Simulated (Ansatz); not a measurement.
# Nickel, bcc: HSE06 after PBE

Aim: see what exact exchange does to the levels, and what it costs. Spin polarisation is left out, though the real metal is magnetic, so these are not its levels. The geometry was relaxed under PBE beforehand and is kept. Exact exchange is dear, so the k-mesh is coarse, and PBE is run on the same mesh for comparison.

Computed with Ansatz 0.2.0 (DFT, plane waves (420 eV) with PBE-made PAW files, scalar-relativistic; functionals as named at each step, unless a step says otherwise).

## (1) The starting structure

Symmetry: Im-3m, No. 229, cubic system. Conventional cell: a = 2.796 Å, b = 2.796 Å, c = 2.796 Å, α = 90.00°, β = 90.00°, γ = 90.00°. Ni (site symmetry m-3m) has 8 Ni at 2.42 Å as nearest neighbours.

Coordinates:

```
Ni
1.0
    -1.39784    1.39784    1.39784
     1.39784   -1.39784    1.39784
     1.39784    1.39784   -1.39784
Ni
1
Cartesian
  0.0000 0.0000 0.0000
```

## (2) PBE on the coarse mesh

The run with PBE.

The input, input.yaml:

```yaml
crystal:
  lattice:
    - [-1.3978406665, 1.3978406665, 1.3978406665]
    - [1.3978406665, -1.3978406665, 1.3978406665]
    - [1.3978406665, 1.3978406665, -1.3978406665]
  atoms:
    - { symbol: Ni, position: [0.0, 0.0, 0.0] }
hamiltonian:
  xc: pbe
  pseudopotentials:
    kind: paw
    azcp:
      Ni: "pseudopotentials/Ni.paw.azcp"
basis:
  ecutwfc: 420
  fft_grid_basis: typed
kpoints:
  mp_grid: { grid: [8, 8, 8], shift: [0, 0, 0] }
magnetization:
  spin_polarized: false
scf:
  occupations: { method: fermi_dirac, width: 0.1 }
```

Started as:

```sh
ansatz run input.yaml --threads 4 --pin off --max-ram 8192MiB --backend cpu --events-out ev --progress --plain --runs-dir out
```

Log:

```text
Warning: RAYON_NUM_THREADS=4 ignored (pool sized by the plan → 4); use --threads N
Engine: ansatz 0.2.0, aarch64-unknown-linux-gnu
Pseudopotentials: kind: paw
Pseudopotential: Ni, paw, valence charge 18, recommended cutoff 420 eV (normal), <dir>
Functional definition: PBE
  parameter kappa = 0.804
  parameter beta = 0.06672455060314922
  exchange = pbe_x(kappa = kappa, mu = beta*pi^2/3)
  correlation = pbe_c(beta = beta)
Crystal: 1 atoms, lattice volume = 10.925 Å³
Basis set: ecut = 420 eV, 201 PW (Γ)
Bands: 13, of which v1, the nominal top of the filled ones, is band 9 counted from 1 (8 counted from 0)
Symmetry: 48 space group operations
Space group: Im-3m (ITA 229), of the structure as read, at distance tolerance 2.2e-5 Å
k-points: 29 of 512
Non-local potential: Ni, projectors of the file, l = 0: 3, l = 1: 2, l = 2: 3, l = 3: 1
PAW form: soft (Blöchl's): semilocal exchange-correlation on the pseudo side does not see the compensation charge
PAW one-centre angular grid: Ni, 590 points (default); XC on 64 Gauss nodes
Initial density: superposition of atomic densities (neutral atoms: chi_scale 0, normalization atom), corrected by the library's trained network
Initial wavefunctions: pseudopotential atomic-orbital guess
Functional: x = pbe(κ = 0.804, μ = 0.2195149727645171), c = pbe(β = 0.06672455060314922)
SCF iter   1: F=—  HF=-5839.626211 eV  |F-HF|=—  |Δ(HF+E_count)|=         —  Δρ=2.83e-3  dr2=4.10e-4  ethr=1.77e-3  ⟨swp⟩=5.2  Hψ=1963  notcnv=0
preconditioner: auto → none  [metal: Δε(μ)=0.023 eV  Ē_g=14.169 eV  σ=0.100 eV  W_gap=0.06  n_scr=0 (ndim 8)  ℏωp=35.5 eV  f_vac=0.000  D(μ)=2.35/eV (n_scr^D=42)]
SCF iter   2: F=—  HF=-5839.626204 eV  |F-HF|=—  |Δ(HF+E_count)|=   6.45e-6  Δρ=9.70e-4  dr2=3.02e-5  ethr=2.28e-6  ⟨swp⟩=2.4  Hψ=836  notcnv=0
SCF iter   3: F=—  HF=-5839.626223 eV  |F-HF|=—  |Δ(HF+E_count)|=   1.89e-5  Δρ=4.34e-4  dr2=3.84e-6  ethr=1.68e-7  ⟨swp⟩=2.2  Hψ=522  notcnv=0
SCF iter   4: F=—  HF=-5839.626235 eV  |F-HF|=—  |Δ(HF+E_count)|=   1.16e-5  Δρ=1.03e-4  dr2=6.15e-7  ethr=2.13e-8  ⟨swp⟩=2.0  Hψ=538  notcnv=0
iter 5 did not close the SCF: its close was put off for the readings that it lacked (scf_convergence_deferred on its scf_iter line)
SCF iter   5: F=-5839.626234 eV  HF=-5839.626234 eV  |F-HF|=1.67e-8  |Δ(HF+E_count)|=   1.24e-7  Δρ=1.74e-5  dr2=1.77e-8  ethr=3.41e-9  ⟨swp⟩=2.2  Hψ=524  notcnv=0
SCF iter   6: F=-5839.626234 eV  HF=-5839.626234 eV  |F-HF|=1.56e-10  |Δ(HF+E_count)|=   2.99e-9  Δρ=1.95e-6  dr2=2.42e-10  ethr=9.84e-11  ⟨swp⟩=1.6  Hψ=1067  notcnv=0
SCF 1 converged in 6 iterations: F = -5839.626234 eV  dr2 = 2.42e-10
SCF converged after 6 iterations
Free energy (F): -5839.626234 eV
Harris-Foulkes:  -5839.626234 eV  (|F-HF|=1.56e-10)
Internal energy: -5839.549878 eV  (E = F + TS)
E sigma→0 (E₀):  -5839.588056 eV
Entropy (-TS):   -0.076356 eV (-76.356 meV/atom)
Fermi energy:    17.909499 eV
--- Per-component energies (eV) ---
  E_band       = -284.171046
  E_kinetic    = 282.501812
  E_local      = -3446.451107  (includes V_loc(G=0)·N_el)
  E_nonlocal   = 636.732920
  E_hartree    = 1439.515850
  E_xc         = -84.672669
  E_vxc        = -109.178672  (∫ρ·V_xc dr)
  E_paw        = -1630.566850  (= ΣΔE_a)
  E_vpaw       = -526.806990  (= ΣTr[D̂ρ^β])
  E_aug_tail   = 0.000484  (compensation charges beyond the density's cutoff)
  E_ewald      = -3036.610318
  E_smearing   = -0.076356  (= −TS)
  E_closure    = 0.000000  (closes the sum)
  Σ components = -5839.626234   (vs F -5839.626234, Δ=0.00e0)
```

Wall time 0.2 s (4 threads of Arm Neoverse V2, shared host); peak memory 0.24 GiB.

## (3) HSE06 on the coarse mesh

The run with HSE06.

Edit input.yaml of step 2 so:

```diff
@@ -8,3 +8,3 @@
 hamiltonian:
-  xc: pbe
+  xc: hse06
   pseudopotentials:
@@ -22 +22,6 @@
   occupations: { method: fermi_dirac, width: 0.1 }
+output:
+  write_density: true
+  write_potential: true
+  elf: true
+  volumetric_format: npy
```

Started as:

```sh
ansatz run input.yaml --threads 4 --pin off --max-ram 8192MiB --backend cpu --events-out ev --progress --plain --runs-dir out
```

Log:

```text
Warning: RAYON_NUM_THREADS=4 ignored (pool sized by the plan → 4); use --threads N
[... 3 set-up lines as earlier in the session ...]
Functional definition: HSE06
  parameter a = 0.25
  parameter omega = 0.11/bohr
  exchange = pbe_x - a*pbe_x_sr(omega) + a*exact_x_sr(omega)
  correlation = pbe_c
Crystal: 1 atoms, lattice volume = 10.925 Å³
Basis set: ecut = 420 eV, 201 PW (Γ)
Bands: 13, of which v1, the nominal top of the filled ones, is band 9 counted from 1 (8 counted from 0)
[... 2 set-up lines as earlier in the session ...]
k-points: 29 of 512
[... 2 set-up lines as earlier in the session ...]
PAW frozen core: Ni, regenerated for the run's functional, and the local potential with it (the file was generated under x = pbe(κ = 0.804, μ = 0.2195149727645171), c = pbe(β = 0.06672455060314922))
PAW one-centre angular grid: Ni, 590 points (default); XC on 96 Gauss nodes
[... 2 set-up lines as earlier in the session ...]
Functional: x = pbe(κ = 0.804, μ = 0.2195149727645171), c = pbe(β = 0.06672455060314922), warm-up for x = pbe(κ = 0.804, μ = 0.2195149727645171) + 0.25 (exact − pbe) at short range (hse, ω = 0.20786987370883472 Å⁻¹), c = pbe(β = 0.06672455060314922); HSE06 as pw.x's `hse` composes it (authors' and Libxc's form: `xc: wpbeh`)
SCF iter   1: F=—  HF=-5839.626491 eV  |F-HF|=—  |Δ(HF+E_count)|=         —  Δρ=1.49e-3  dr2=5.18e-5  ethr=1.77e-3  ⟨swp⟩=6.2  Hψ=1665  notcnv=0
preconditioner: auto → none  [metal: Δε(μ)=0.023 eV  Ē_g=14.167 eV  σ=0.100 eV  W_gap=0.06  n_scr=0 (ndim 8)  ℏωp=35.5 eV  f_vac=0.000  D(μ)=2.35/eV (n_scr^D=42)]
SCF iter   2: F=—  HF=-5839.626621 eV  |F-HF|=—  |Δ(HF+E_count)|=   1.30e-4  Δρ=7.57e-4  dr2=1.21e-5  ethr=2.88e-7  ⟨swp⟩=3.6  Hψ=947  notcnv=0
iter 3 solved again at ethr=1.36e-9 eV; its pass at ethr=6.70e-8 eV (dr2=2.45e-7 eV) is discarded
SCF iter   3: F=—  HF=-5839.626657 eV  |F-HF|=—  |Δ(HF+E_count)|=   3.54e-5  Δρ=6.96e-5  dr2=2.33e-7  ethr=1.36e-9  ⟨swp⟩=3.9  Hψ=1542  notcnv=0
SCF iter   4: F=—  HF=-5839.626657 eV  |F-HF|=—  |Δ(HF+E_count)|=   2.66e-8  Δρ=1.19e-5  dr2=5.39e-9  ethr=1.29e-9  ⟨swp⟩=3.0  Hψ=746  notcnv=0
SCF iter   5: F=-5839.626657 eV  HF=-5839.626657 eV  |F-HF|=2.82e-11  |Δ(HF+E_count)|=   4.36e-9  Δρ=2.09e-6  dr2=1.62e-10  ethr=2.99e-11  ⟨swp⟩=3.5  Hψ=860  notcnv=0
SCF 1 converged in 5 iterations: F = -5839.626657 eV  dr2 = 1.62e-10
Initial density: handed on by an earlier stage of this run
Initial wavefunctions: those handed on with the density
Functional: x = pbe(κ = 0.804, μ = 0.2195149727645171) + 0.25 (exact − pbe) at short range (hse, ω = 0.20786987370883472 Å⁻¹), c = pbe(β = 0.06672455060314922); HSE06 as pw.x's `hse` composes it (authors' and Libxc's form: `xc: wpbeh`)
Exchange kernel: α = 0.2500, screened, ω = 0.2079 Å⁻¹, Wigner–Seitz truncation, v(0) = 1043.8166 eV·Å³, q-mesh 8×8×8, nearest image of the exchange supercell L = 19.37 Å, pair-density grid 12×12×12, without the augmentation charges, whose exchange is taken in its separable form by FFT convolution over the k-point mesh (sized by the pseudopotential files, 15×15×15 at the most), smooth part of the exact exchange by density-matrix convolution
Frozen-core exchange: fock
iter 1 solved again at ethr=1.31e-3 eV; its pass at ethr=1.00e-1 eV (dr2=2.36e-1 eV) is discarded
SCF iter   1: F=—  HF=-5837.300685 eV  |F-HF|=—  |Δ(HF+E_count)|=         —  Δρ=6.21e-2  dr2=2.78e-1  ethr=1.31e-3  ⟨swp⟩=2.0  Hψ=1508  notcnv=0
preconditioner: auto → none  [metal: Δε(μ)=0.035 eV  Ē_g=16.373 eV  σ=0.100 eV  W_gap=0.09  n_scr=0 (ndim 8)  ℏωp=35.5 eV  f_vac=0.000  D(μ)=1.42/eV (n_scr^D=18)]
SCF iter   2: F=—  HF=-5837.311558 eV  |F-HF|=—  |Δ(HF+E_count)|=   1.09e-2  Δρ=5.97e-2  dr2=2.21e-1  ethr=1.31e-3  ⟨swp⟩=3.0  Hψ=983  notcnv=0
SCF iter   3: F=—  HF=-5837.255432 eV  |F-HF|=—  |Δ(HF+E_count)|=   5.61e-2  Δρ=1.07e-2  dr2=1.36e-2  ethr=1.09e-3  ⟨swp⟩=3.0  Hψ=874  notcnv=0
SCF iter   4: F=—  HF=-5837.276264 eV  |F-HF|=—  |Δ(HF+E_count)|=   2.08e-2  Δρ=1.03e-2  dr2=8.33e-3  ethr=4.33e-5  ⟨swp⟩=2.4  Hψ=707  notcnv=0
SCF iter   5: F=—  HF=-5837.274912 eV  |F-HF|=—  |Δ(HF+E_count)|=   1.35e-3  Δρ=1.26e-3  dr2=3.78e-4  ethr=3.71e-5  ⟨swp⟩=2.2  Hψ=700  notcnv=0
SCF iter   6: F=—  HF=-5837.276162 eV  |F-HF|=—  |Δ(HF+E_count)|=   1.25e-3  Δρ=1.49e-3  dr2=1.37e-4  ethr=2.88e-7  ⟨swp⟩=4.0  Hψ=1056  notcnv=0
SCF iter   7: F=—  HF=-5837.276290 eV  |F-HF|=—  |Δ(HF+E_count)|=   1.29e-4  Δρ=7.74e-4  dr2=4.50e-5  ethr=2.88e-7  ⟨swp⟩=2.8  Hψ=681  notcnv=0
SCF iter   8: F=-5837.276307 eV  HF=-5837.276310 eV  |F-HF|=2.47e-6  |Δ(HF+E_count)|=   1.91e-5  Δρ=2.22e-4  dr2=3.34e-6  ethr=1.83e-7  ⟨swp⟩=3.2  Hψ=744  notcnv=0
SCF 2 stopped early in 8 iterations: F = -5837.276307 eV  dr2 = 3.34e-6
hybrid outer 1: dexx = +3.000e-2 eV, tail = 1.41e-4 eV
Exchange kernel: α = 0.2500, screened, ω = 0.2079 Å⁻¹, Wigner–Seitz truncation, v(0) = 1043.8166 eV·Å³, q-mesh 8×8×8, nearest image of the exchange supercell L = 19.37 Å, pair-density grid 12×12×12, without the augmentation charges, whose exchange is taken in its separable form by FFT convolution over the k-point mesh (sized by the pseudopotential files, 15×15×15 at the most), smooth part of the exact exchange by density-matrix convolution
Frozen-core exchange: fock
SCF iter   1: F=—  HF=-5837.276973 eV  |F-HF|=—  |Δ(HF+E_count)|=         —  Δρ=6.07e-4  dr2=2.62e-5  ethr=3.92e-6  ⟨swp⟩=2.6  Hψ=780  notcnv=0
preconditioner: auto → none  [metal: Δε(μ)=0.087 eV  Ē_g=16.051 eV  σ=0.100 eV  W_gap=0.21  n_scr=0 (ndim 8)  ℏωp=35.5 eV  f_vac=0.000  D(μ)=1.37/eV (n_scr^D=18)]
SCF iter   2: F=—  HF=-5837.276976 eV  |F-HF|=—  |Δ(HF+E_count)|=   2.35e-6  Δρ=5.26e-4  dr2=1.52e-5  ethr=1.42e-7  ⟨swp⟩=3.6  Hψ=911  notcnv=0
iter 3 solved again at ethr=4.42e-10 eV; its pass at ethr=7.83e-8 eV (dr2=7.96e-8 eV) is discarded
SCF iter   3: F=—  HF=-5837.276973 eV  |F-HF|=—  |Δ(HF+E_count)|=   3.00e-6  Δρ=5.31e-5  dr2=9.27e-8  ethr=4.42e-10  ⟨swp⟩=3.6  Hψ=1681  notcnv=0  defer=1
SCF iter   4: F=—  HF=-5837.276973 eV  |F-HF|=—  |Δ(HF+E_count)|=   2.67e-8  Δρ=6.36e-5  dr2=2.37e-7  ethr=4.42e-10  ⟨swp⟩=3.1  Hψ=936  notcnv=0
SCF iter   5: F=-5837.276973 eV  HF=-5837.276973 eV  |F-HF|=1.97e-9  |Δ(HF+E_count)|=   8.03e-8  Δρ=4.17e-6  dr2=8.73e-10  ethr=4.42e-10  ⟨swp⟩=3.0  Hψ=836  notcnv=0
SCF 3 converged in 5 iterations: F = -5837.276973 eV  dr2 = 8.73e-10
hybrid outer 2: dexx = +1.058e-6 eV, tail = 1.18e-7 eV, Δε = 8.56e-3 eV (about 4.22e-4 eV left of the loop's levels)
hybrid SCF converged: 2 outer / 13 inner (+5 warm-up), last move |dexx| = 1.06e-6 eV, tail = 1.18e-7 eV
Stability not checked: this state was not tested for a lower state beside it, because the functional holds exact exchange (a hybrid, or Hartree-Fock), whose exchange loop this test does not read (fock_operator; see scf.lower_state_search)
Free energy (F): -5837.276973 eV
Frozen-core exchange: fock
Harris-Foulkes:  -5837.276973 eV  (|F-HF|=1.97e-9)
Internal energy: -5837.234157 eV  (E = F + TS)
E sigma→0 (E₀):  -5837.255565 eV
Entropy (-TS):   -0.042816 eV (-42.816 meV/atom)
Fermi energy:    17.144567 eV
--- Per-component energies (eV) ---
  E_band       = -336.328904
  E_kinetic    = 285.178301
  E_local      = -3464.817133  (includes V_loc(G=0)·N_el)
  E_nonlocal   = 644.636511
  E_hartree    = 1454.582458
  E_xc         = -67.996935
  E_vxc        = -86.778172  (∫ρ·V_xc dr)
  E_exx        = -95.290061  (= α·E_x^exact, valence–valence)
  E_paw        = -1556.701180  (= ΣΔE_a)
  E_vpaw       = -433.133011  (= ΣTr[D̂ρ^β])
  E_aug_tail   = 0.000469  (compensation charges beyond the density's cutoff)
  E_ewald      = -3036.610318
  E_core_change = -0.216269  (= ΣΔE_core)
  E_smearing   = -0.042816  (= −TS)
  E_closure    = -0.000000  (closes the sum)
  Σ components = -5837.276973   (vs F -5837.276973, Δ=9.09e-13)
--- Band table (eV; the first three rows and the last of 29) ---
  k-point 0: bands = ["-91.1182", "-49.7550", "-49.7550", "-49.7550", "7.7576", "14.7201", "14.7201", "14.7201", "15.6593", "15.6593", "44.9897"]
  k-point 1: bands = ["-91.1119", "-49.7955", "-49.7702", "-49.7568", "8.4778", "14.5489", "14.6999", "15.1046", "15.5447", "15.6904", "41.0859"]
  k-point 2: bands = ["-91.0966", "-49.8937", "-49.8065", "-49.7608", "10.3539", "14.1501", "14.6049", "15.5885", "15.7851", "16.1178", "34.6559"]
  k-point 28: bands = ["-91.0432", "-49.9687", "-49.9687", "-49.9687", "12.0821", "12.0821", "17.3046", "17.3046", "17.3046", "28.4168", "28.4168"]
  guard bands above this table: 2 of the run's 13 bands. The solve was not asked for them (output.publish_guard_bands: true or output.eigenvalues: true publishes all)
```

Run time: 2.5 s. Hardware: 4 threads of Arm Neoverse V2, shared host; peak memory 0.69 GiB.

The maps below are laid out on this run's own conventional cell (a, b, c = 2.796, 2.796, 2.796 Å).

Density in a lattice plane of the grid's cell (edges 2.80 and 2.80 Å, at 0.000 of the third edge), which holds Ni.

Ten even steps from ' ' (0.22 e/Å³) to '@' (60.97 e/Å³):
```
##**==::..                              ..::==**
++==--....                              ....--==
::::..                                      ..::
                                                
                                                
                                                
                                                
                                                
                                                
                                                
                                                
                                                
                                                
                                                
                                                
                                                
::::..                                      ..::
++==--....                              ....--==
##**==::..                              ..::==**
@@%%**--..                              ..--**%%
```
Columns run along the first of these edges and rows up along the second, over one cell in 24 and 20 even steps from the bottom left corner. Atoms in the plane (fractional): Ni at (0.00, 0.00).

ELF in the same plane.

Values, 12 rows by 12 columns:
```
0.60 0.51 0.36 0.24 0.18 0.19 0.23 0.19 0.18 0.24 0.36 0.51
0.42 0.36 0.26 0.19 0.17 0.21 0.25 0.21 0.17 0.19 0.26 0.36
0.28 0.24 0.19 0.16 0.19 0.24 0.26 0.24 0.19 0.16 0.19 0.24
0.18 0.18 0.17 0.19 0.24 0.25 0.25 0.25 0.24 0.19 0.17 0.18
0.18 0.19 0.21 0.24 0.25 0.24 0.23 0.24 0.25 0.24 0.21 0.19
0.22 0.23 0.25 0.26 0.25 0.23 0.22 0.23 0.25 0.26 0.25 0.23
0.18 0.19 0.21 0.24 0.25 0.24 0.23 0.24 0.25 0.24 0.21 0.19
0.18 0.18 0.17 0.19 0.24 0.25 0.25 0.25 0.24 0.19 0.17 0.18
0.28 0.24 0.19 0.16 0.19 0.24 0.26 0.24 0.19 0.16 0.19 0.24
0.42 0.36 0.26 0.19 0.17 0.21 0.25 0.21 0.17 0.19 0.26 0.36
0.60 0.51 0.36 0.24 0.18 0.19 0.23 0.19 0.18 0.24 0.36 0.51
0.73 0.60 0.42 0.28 0.18 0.18 0.22 0.18 0.18 0.28 0.42 0.60
```
Columns run along the first of these edges and rows up along the second, over one cell in 12 and 12 even steps from the bottom left corner. Atoms in the plane (fractional): Ni at (0.00, 0.00).

Both are smooth fields of the valence electrons: close to the nuclei they are not physical.

## (4) The functionals compared

| functional | gap on the mesh | Fermi energy (eV) | SCF cycles | exchange loops | CPU time |
| --- | --- | --- | --- | --- | --- |
| PBE | none (levels filled in part) | 17.909 | 6 | - | 0.42 s |
| HSE06 | none (levels filled in part) | 17.145 | 18 | 2 | 7 s |

## (5) Summary of results

| quantity | value |
| --- | --- |
| PBE: gap | none (levels filled in part) |
| HSE06: gap | none (levels filled in part) |
| HSE06: SCF cycles, exchange loops | 18, 2 |
| HSE06: CPU time over that of PBE | 17 |

In words: Neither PBE nor HSE06 shows a clean gap on this mesh. HSE06 cost 17 times the CPU time of PBE. The exchange operator of HSE06 was renewed in 2 outer loops. Absolute energies differ from functional to functional, by eV per atom at times, and say nothing by themselves.
